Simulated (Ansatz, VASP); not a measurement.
# P in VASP and in Ansatz

```xyz
2
Lattice="1.7141 0.9897 3.1087 -1.7141 0.9897 3.1087 0.0000 -1.9793 3.1087" Properties=species:S:1:pos:R:3 pbc="T T T"
P     0.0000    0.0000    7.2083
P     0.0000    0.0000    2.1178
```

This isn't the form of P at room conditions, which is orthorhombic.

Alike in both runs: task single point; functional PBEsol; k mesh 9 × 9 × 9; occupations fermi-dirac, width 0.05 eV; no spin polarisation.

|  | VASP | Ansatz |
| --- | --- | --- |
| version | VASP 6.6.1 | Ansatz 0.2.0 |
| potentials or method | VASP PAW PBE potentials, release 64 (P) | Ansatz PAW |
| plane-wave cutoff (eV) | 520 | 420 |
| valence electrons in the cell | 10 | 10 |

```tsv
	VASP	Ansatz	Ansatz less VASP
gap on the k mesh at the Fermi level (eV)	none	none	-
pressure (GPa)	0.0	0.0	-0.01
largest component of the traceless stress (GPa)	1.50	1.63	+0.135
rms of the force components (eV/Å)	0.208	0.227	+0.0188
```

Atom by atom the forces differ by 0.019 eV/Å (rms over components). A gap of «none» marks a metal or a gap that the smearing closes. With one functional, cell and mesh, what is left measures potentials, basis and numerics.

Caveats: the PAW data sets were made with another functional, which shifts forces and pressure a little (VASP); the PAW data sets come from PBE, with cores solved anew for the run's functional, which leaves a small shift of forces and pressure (Ansatz).
